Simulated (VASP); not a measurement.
# AlN (F-43m) in VASP: band structure with LDA

Aim: the band structure of AlN with LDA.

Program: VASP 6.6.1. These are calculated values, not measurements. Logs are shortened: lines on timing, memory, paths and dates and some standing lists are left out, and cuts for length are marked.

### 1 The structure

It takes space group F-43m (No. 216, cubic). The conventional cell has a = 4.347 Å, b = 4.347 Å, c = 4.347 Å, α = 90.00°, β = 90.00°, γ = 90.00°. Al (site symmetry -43m) has 4 N at 1.88 Å as nearest neighbours. N (site symmetry -43m) has 4 Al at 1.88 Å as nearest neighbours.

Measurements of this composition are mostly on another form, of space group No. 186.

### 2 Band structure, LDA

Input file INCAR:

```
SYSTEM = AlN
PREC = Accurate
ENCUT = 520
EDIFF = 1E-7
ISMEAR = 0
SIGMA = 0.02
LREAL = .False.
LASPH = .True.
NELM = 100
ALGO = Normal
ISIF = 2
LWAVE = .False.
LCHARG = .False.
NBANDS = 11
```

Input file KPOINTS:

```
regular mesh
0
Gamma
  12 12 12
  0 0 0
```

Input file POSCAR:

```
AlN                                     
1.0
    0.0000000000      2.1733656539      2.1733656539
    2.1733656539      0.0000000000      2.1733656539
    2.1733656539      2.1733656539      0.0000000000
  Al              N             
     1     1
Direct
     0.0000000000000000    0.0000000000000000    0.0000000000000000
     0.7500000000000000    0.7500000000000000    0.7500000000000000
```

Input file KPOINTS_OPT:

```
path GXWKGLUWLK,UX
10
line-mode
reciprocal
 0.0000000000  0.0000000000  0.0000000000  G
 0.5000000000  0.0000000000  0.5000000000  X

 0.5000000000  0.0000000000  0.5000000000  X
 0.5000000000  0.2500000000  0.7500000000  W

 0.5000000000  0.2500000000  0.7500000000  W
 0.3750000000  0.3750000000  0.7500000000  K

 0.3750000000  0.3750000000  0.7500000000  K
 0.0000000000  0.0000000000  0.0000000000  G

 0.0000000000  0.0000000000  0.0000000000  G
 0.5000000000  0.5000000000  0.5000000000  L

 0.5000000000  0.5000000000  0.5000000000  L
 0.6250000000  0.2500000000  0.6250000000  U

 0.6250000000  0.2500000000  0.6250000000  U
 0.5000000000  0.2500000000  0.7500000000  W

 0.5000000000  0.2500000000  0.7500000000  W
 0.5000000000  0.5000000000  0.5000000000  L

 0.5000000000  0.5000000000  0.5000000000  L
 0.3750000000  0.3750000000  0.7500000000  K

 0.6250000000  0.2500000000  0.6250000000  U
 0.5000000000  0.0000000000  0.5000000000  X
```

Potentials or basis: VASP PAW LDA potentials, release 64 (Al, N).

Run with:

```
cat potpaw_LDA.64/Al/POTCAR potpaw_LDA.64/N/POTCAR > POTCAR
mpirun -np 1 vasp_std > vasp.out
```

OUTCAR:

```text
SYSTEM = AlN
   PREC = Accurate
   ENCUT = 520
   EDIFF = 1E-7
   ISMEAR = 0
   LREAL = .False.
   LASPH = .True.
   NELM = 100
   ISIF = 2

 ion  position               nearest neighbor table
   1  0.000  0.000  0.000-   2 1.88   2 1.88   2 1.88   2 1.88
   2  0.750  0.750  0.750-   1 1.88   1 1.88   1 1.88   1 1.88

  LATTYP: Found a face centered cubic cell.
 ALAT       =     4.3467313078

  Lattice vectors:

 A1 = (   0.0000000000,   2.1733656539,   2.1733656539)
 A2 = (   2.1733656539,   0.0000000000,   2.1733656539)
 A3 = (   2.1733656539,   2.1733656539,   0.0000000000)

Analysis of symmetry for initial positions (statically):
=====================================================================
 Subroutine PRICEL returns:
 Original cell was already a primitive cell.

 Routine SETGRP: Setting up the symmetry group for a
 face centered cubic supercell.

 Subroutine GETGRP returns: Found 24 space group operations
 (whereof 24 operations were pure point group operations)
 out of a pool of 48 trial point group operations.

The static configuration has the point symmetry T_d .

Analysis of symmetry for dynamics (positions and initial velocities):
=====================================================================
 Subroutine PRICEL returns:
 Original cell was already a primitive cell.

 Routine SETGRP: Setting up the symmetry group for a
 face centered cubic supercell.

 Subroutine GETGRP returns: Found 24 space group operations
 (whereof 24 operations were pure point group operations)
 out of a pool of 48 trial point group operations.

The dynamic configuration has the point symmetry T_d .

 Subroutine INISYM returns: Found 24 space group operations
 (whereof 24 operations are pure point group operations),
 and found     1 'primitive' translations

----------------------------------------------------------------------------------------

                                     Primitive cell

  volume of cell :      20.5319

  direct lattice vectors                    reciprocal lattice vectors
     0.000000000  2.173365654  2.173365654    -0.230057928  0.230057928  0.230057928
     2.173365654  0.000000000  2.173365654     0.230057928 -0.230057928  0.230057928
     2.173365654  2.173365654  0.000000000     0.230057928  0.230057928 -0.230057928

  length of vectors
     3.073603184  3.073603184  3.073603184     0.398472021  0.398472021  0.398472021

  position of ions in fractional coordinates (direct lattice)
     0.000000000  0.000000000  0.000000000
     0.750000000  0.750000000  0.750000000

  ion indices of the primitive-cell ions
   primitive index   ion index
                 1           1
                 2           2

----------------------------------------------------------------------------------------

 KPOINTS: regular mesh

Automatic generation of k-mesh.
 Grid dimensions read from file:
 generate k-points for:   12   12   12

 Generating k-lattice:

  Cartesian coordinates                     Fractional coordinates (reciprocal lattice)
    -0.019171494  0.019171494  0.019171494     0.083333333  0.000000000  0.000000000
     0.019171494 -0.019171494  0.019171494     0.000000000  0.083333333  0.000000000
     0.019171494  0.019171494 -0.019171494     0.000000000  0.000000000  0.083333333

  Length of vectors
     0.033206002  0.033206002  0.033206002

  Shift w.r.t. Gamma in fractional coordinates (k-lattice)
     0.000000000  0.000000000  0.000000000

 Subroutine IBZKPT returns following result:
 ===========================================

 Found     72 irreducible k-points:

 Following reciprocal coordinates:
            Coordinates               Weight
  0.000000  0.000000  0.000000      1.000000
  0.083333  0.000000  0.000000      8.000000
  0.166667  0.000000  0.000000      8.000000
  0.250000  0.000000  0.000000      8.000000
  0.333333  0.000000  0.000000      8.000000
  0.416667  0.000000  0.000000      8.000000
[... 16 lines left out ...]
  0.500000  0.166667  0.000000     24.000000
 -0.416667  0.166667  0.000000     24.000000
 [... further k-points ...]
   k-points           NKPTS =     72   k-points in BZ     NKDIM =     72   number of bands    NBANDS=     11
   number of dos      NEDOS =    301   number of ions     NIONS =      2
   total plane-waves  NPLWV =  13824
   dimension x,y,z NGX =    24 NGY =   24 NGZ =   24
   dimension x,y,z NGXF=    48 NGYF=   48 NGZF=   48
   ions per type =               1   1
   NGX,Y,Z   is equivalent  to a cutoff of  12.98, 12.98, 12.98 a.u.
   NGXF,Y,Z  is equivalent  to a cutoff of  25.96, 25.96, 25.96 a.u.
 SYSTEM =  AlN
   PREC   = accura    normal or accurate (medium, high low for compatibility)
   ISTART =      0    job   : 0-new  1-cont  2-samecut
   ICHARG =      2    charge: 1-file 2-atom 10-const
   ISPIN  =      1    spin polarized calculation?
   LNONCOLLINEAR =      F non collinear calculations
   LSORBIT =      F    spin-orbit coupling
   LASPH  =      T    aspherical Exc in radial PAW
   ENCUT  =  520.0 eV  38.22 Ry    6.18 a.u.   5.71  5.71  5.71*2*pi/ulx,y,z
   NELM   =    100;   NELMIN=  2; NELMDL= -5     # of ELM steps
   EDIFF  = 0.1E-06   stopping-criterion for ELM
   LREAL  =      F    real-space projection
   EDIFFG = 0.1E-05   stopping-criterion for IOM
   NSW    =      0    number of steps for IOM
   IBRION =     -1    ionic relax: 0-MD 1-quasi-New 2-CG
   NFREE  =      0    steps in history (QN), initial steepest desc. (CG)
   ISIF   =      2    stress and relaxation
   ISYM   =      2    0-nonsym 1-usesym 2-fastsym
   POTIM  = 0.5000    time-step for ionic-motion
   TEBEG  =    0.0;   TEEND  =   0.0 temperature during run
   PSTRESS=    0.0 pullay stress
   NELECT =       8.0000    total number of electrons
   NUPDOWN=      -1.0000    fix difference up-down
   EMIN   =  10.00;   EMAX   =-10.00  energy-range for DOS
   EFERMI =   0.00;   METHOD = LEGACY
   ISMEAR =     0;   SIGMA  =   0.02  broadening in eV -4-tet -1-fermi 0-gaus
   EFERMI_NEDOS =   21; number of points for ismear=-14 and -15
   IALGO  =     38    algorithm
   IMIX   =      4    mixing-type and parameters
     AMIX     =   0.40;   BMIX     =  1.00
     AMIX_MAG =   1.60;   BMIX_MAG =  1.00
  volume/ion in A,a.u.               =      10.27        69.28
  Fermi-wavevector in a.u.,A,eV,Ry     =   1.195718  2.259579 19.452808  1.429741
  Thomas-Fermi vector in A             =   2.331676
   LORBIT       =      0    0 simple, 1 ext, 2 COOP (PROOUT), +10 PAW based schemes
   GGA     = CA    functional components
   LHFCALC =     F    Hartree Fock is set to
   AEXX    =    0.0000 exact exchange contribution
   IVDW    =     0    specifies the selected vdW correction
   LEPSILON=     F    determine dielectric tensor
   LRPA    =     F    only Hartree local field effects (RPA)
 non-spin polarized calculation
 Gauss-broadening in eV      SIGMA  =   0.02
  energy-cutoff  :      520.00
  volume of cell :       20.53
 maximum number of plane-waves:       568
   NGX = 11   NGY = 11   NGZ = 11

 number of electron       8.0000000 magnetization

 Free energy of the ion-electron system (eV)
  ---------------------------------------------------
  ext. energy  EPLUGINS =         0.00000000
  ---------------------------------------------------
  free energy    TOTEN  =       -16.37561369 eV

  energy without entropy =      -16.37561369  energy(sigma->0) =      -16.37561369

 E-fermi :   5.9805     XC(G=0): -11.3302

 val. band max:        5.8474936520   @ k =   0.0000   0.0000   0.0000
 cond. band min:       9.0768130773   @ k =   0.5000   0.5000   0.0000
 fundamental gap:      3.2293194253
 Fermi energy:         5.9805231991

 k-point     1 :       0.0000    0.0000    0.0000
  band No.  band energies     occupation
      1      -9.0615      2.00000
      2       5.8475      2.00000
      3       5.8475      2.00000
      4       5.8475      2.00000
      5      10.2133      0.00000
      6      18.3251      0.00000
      7      18.3251      0.00000
      8      18.3251      0.00000
      9      23.4870      0.00000
     10      23.4870      0.00000
     11      24.9001      0.00000

 k-point     2 :       0.0833    0.0000    0.0000
  band No.  band energies     occupation
      1      -8.9555      2.00000
      2       5.2631      2.00000
      3       5.8105      2.00000
      4       5.8105      2.00000
      5      10.6826      0.00000
      6      18.0509      0.00000
      7      18.4272      0.00000
      8      18.4272      0.00000
      9      22.4502      0.00000
     10      22.4502      0.00000
     11      24.2795      0.00000

 k-point     3 :       0.1667    0.0000    0.0000
  band No.  band energies     occupation
      1      -8.6480      2.00000
      2       3.9931      2.00000
      3       5.7131      2.00000
      4       5.7131      2.00000
      5      11.5916      0.00000
      6      17.4314      0.00000
      7      18.4927      0.00000
      8      18.4927      0.00000
      9      21.6724      0.00000
     10      21.6724      0.00000
     11      23.4645      0.00000

 k-point     4 :       0.2500    0.0000    0.0000
  band No.  band energies     occupation
      1      -8.1741      2.00000
      2       2.5618      2.00000
      3       5.5879      2.00000
      4       5.5879      2.00000
      5      12.3986      0.00000
      6      16.7734      0.00000
      7      18.0902      0.00000
      8      18.0902      0.00000
      9      22.0612      0.00000
     10      22.0612      0.00000
     11      23.0491      0.00000

 k-point     5 :       0.3333    0.0000    0.0000
  band No.  band energies     occupation
      1      -7.6110      2.00000
      2       1.2376      2.00000
      3       5.4707      2.00000
      4       5.4707      2.00000
      5      12.9166      0.00000
      6      16.2260      0.00000
      7      17.4912      0.00000
      8      17.4912      0.00000
      9      23.1499      0.00000
     10      23.3116      0.00000
     11      23.3116      0.00000
[... 211 lines left out ...]
 k-point    21 :       0.3333    0.1667    0.0000
  band No.  band energies     occupation
      1      -7.6763      2.00000
      2       2.1435      2.00000
      3       4.8876      2.00000
      4       4.9673      2.00000
      5      12.4855      0.00000
      6      16.1017      0.00000
      7      17.0390      0.00000
      8      18.9749      0.00000
      9      20.6101      0.00000
     10      25.0908      0.00000
     11      26.0398      0.00000

 k-point    22 :       0.4167    0.1667    0.0000
  band No.  band energies     occupation
      1      -7.1558      2.00000
      2       1.1231      2.00000
      3       4.5591      2.00000
      4       4.9192      2.00000
      5      12.6962      0.00000
      6      15.4941      0.00000
      7      17.4749      0.00000
      8      18.4865      0.00000
      9      21.5011      0.00000
     10      26.0746      0.00000
     11      26.1897      0.00000

 k-point    23 :       0.5000    0.1667    0.0000
  band No.  band energies     occupation
      1      -6.7682      2.00000
      2       0.4486      2.00000
      3       4.2471      2.00000
      4       4.9740      2.00000
      5      12.9795      0.00000
      6      15.0091      0.00000
      7      17.9256      0.00000
      8      18.0460      0.00000
      9      22.5233      0.00000
     10      26.0936      0.00000
     11      26.4554      0.00000

 k-point    24 :      -0.4167    0.1667    0.0000
  band No.  band energies     occupation
      1      -6.7076      2.00000
      2       0.3520      2.00000
      3       4.0360      2.00000
      4       5.1202      2.00000
      5      13.4248      0.00000
      6      14.6734      0.00000
      7      17.7987      0.00000
      8      18.0124      0.00000
      9      23.6937      0.00000
     10      24.5404      0.00000
     11      26.4302      0.00000

 [... further k-points ...]

------------------------ aborting loop because EDIFF is reached ----------------------------------------

  FORCE on cell =-STRESS in cart. coord.  units (eV):
  Direction    XX          YY          ZZ          XY          YZ          ZX
  --------------------------------------------------------------------------------------
  -------------------------------------------------------------------------------------
  Total       -0.0029935     -0.0029935     -0.0029935     -0.0000000     -0.0000000     -0.0000000
  in kB       -0.2335915     -0.2335915     -0.2335915     -0.0000000     -0.0000000     -0.0000000
  external PRESSURE =      -0.2335915 kB  Pullay stress =       0.0000000 kB

 VOLUME and BASIS-vectors are now :
 -----------------------------------------------------------------------------
  energy-cutoff  :      520.00
  volume of cell :       20.53
      direct lattice vectors                 reciprocal lattice vectors
     0.000000000  2.173365654  2.173365654    -0.230057928  0.230057928  0.230057928
     2.173365654  0.000000000  2.173365654     0.230057928 -0.230057928  0.230057928
     2.173365654  2.173365654  0.000000000     0.230057928  0.230057928 -0.230057928

 POSITION                                       TOTAL-FORCE (eV/Angst)
 -----------------------------------------------------------------------------------
      0.00000      0.00000      0.00000         0.000000      0.000000      0.000000
      3.26005      3.26005      3.26005        -0.000000     -0.000000     -0.000000
 -----------------------------------------------------------------------------------
    total drift:                                0.000000      0.000000      0.000000

  FREE ENERGIE OF THE ION-ELECTRON SYSTEM (eV)
  ---------------------------------------------------
  free  energy   TOTEN  =       -16.3756136853 eV

  energy  without entropy=      -16.3756136853  energy(sigma->0) =      -16.37561369
```

Wall time 16 s (1 thread of Intel Xeon Platinum 8259CL at 2.50GHz (Skylake/Cascade Lake), shared host); peak memory 0.14 GiB.

Results:

- Free energy: -16.3756 eV
- Pressure: 0.0 GPa
- Band gap on the k mesh: 3.23 eV, indirect (least direct gap 4.37 eV)
- Band gap along the path: 3.23 eV, indirect (least direct gap 4.37 eV)

Levels at the corners of the path, in eV from the valence-band top:
```csv
point,band 2,band 3,band 4,band 5,band 6,band 7
Γ,0.00,0.00,0.00,4.37,12.48,12.48
X,-5.00,-1.81,-1.81,3.23,8.50,13.95
X,-5.00,-1.81,-1.81,3.23,8.50,13.95
W,-3.84,-3.53,-2.76,5.99,11.33,11.97
W,-3.84,-3.53,-2.76,5.99,11.33,11.97
K,-4.34,-3.72,-1.40,5.09,10.04,13.07
K,-4.34,-3.72,-1.40,5.09,10.04,13.07
Γ,0.00,0.00,0.00,4.37,12.48,12.48
Γ,0.00,0.00,0.00,4.37,12.48,12.48
L,-5.97,-0.49,-0.49,7.40,9.87,11.05
L,-5.97,-0.49,-0.49,7.40,9.87,11.05
U,-4.34,-3.72,-1.40,5.09,10.04,13.07
U,-4.34,-3.72,-1.40,5.09,10.04,13.07
W,-3.84,-3.53,-2.76,5.99,11.33,11.97
W,-3.84,-3.53,-2.76,5.99,11.33,11.97
L,-5.97,-0.49,-0.49,7.40,9.87,11.05
L,-5.97,-0.49,-0.49,7.40,9.87,11.05
K,-4.34,-3.72,-1.40,5.09,10.04,13.07
U,-4.34,-3.72,-1.40,5.09,10.04,13.07
X,-5.00,-1.81,-1.81,3.23,8.50,13.95
```
